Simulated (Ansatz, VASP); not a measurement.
**Al: VASP beside Ansatz**

File INCAR:

```
SYSTEM = Al
ALGO     = Normal         ! electronic algorithm
EDIFF    = 1E-8           ! SCF threshold, eV
ENCUT    = 520            ! plane-wave cutoff, eV
GGA      = PE             ! functional
ISIF     = 2              ! what is computed and relaxed
ISMEAR   = -1             ! smearing method
LASPH    = .True.         ! aspherical terms in the spheres
LCHARG   = .False.        ! write CHGCAR
LEFG     = .True.       
LREAL    = .False.        ! projectors in reciprocal space
LWAVE    = .False.        ! write WAVECAR
NBANDS   = 8              ! bands
NELM     = 60             ! most SCF steps
PREC     = Accurate       ! precision mode
SIGMA    = 0.05           ! smearing width, eV
```

Contents of KPOINTS:

```
k-points
0
Gamma
  14 14 14
  0 0 0
```

Contents of POSCAR:

```
Al
1.0
    0.0000000000      2.0506143701      2.0506143701
    2.0506143701      0.0000000000      2.0506143701
    2.0506143701      2.0506143701      0.0000000000
Al
1
Direct
    0.0000000000      0.0000000000      0.0000000000
```

Input for Ansatz:

```yaml
crystal:
  lattice:
    - [0.0, 2.0506143701, 2.0506143701]
    - [2.0506143701, 0.0, 2.0506143701]
    - [2.0506143701, 2.0506143701, 0.0]
  atoms:
    - { symbol: Al, position: [0.0, 0.0, 0.0] }
kpoints:
  mp_grid: { grid: [14, 14, 14] }
scf:
  occupations: { method: fermi_dirac, width: 0.05 }
hamiltonian:
  xc: pbe
  pseudopotentials: { kind: paw }
output:
  forces: true
  stress: true
  eigenvalues: true
  efg: { contact_densities: true }
```

Change from the starting cell: volume scaled by 1.04, PAW files.

Alike in both runs: task electric field gradients; functional PBE; k mesh 14 × 14 × 14; occupations fermi-dirac, width 0.05 eV; no spin polarisation.

```csv
,VASP,Ansatz
version,VASP 6.6.1,Ansatz 0.2.0
potentials or method,"VASP PAW PBE potentials, release 64 (Al)","PAW with Ansatz's default frozen-core files, scalar-relativistic"
plane-wave cutoff (eV),520,420
valence electrons in the cell,3,3
```

```tsv
	VASP	Ansatz	Ansatz less VASP
pressure (GPa)	-3.3	-3.3	+0.04
Vzz of the field gradient on the site that differs most (V/Å²)	0.0	0.0	0.00
```
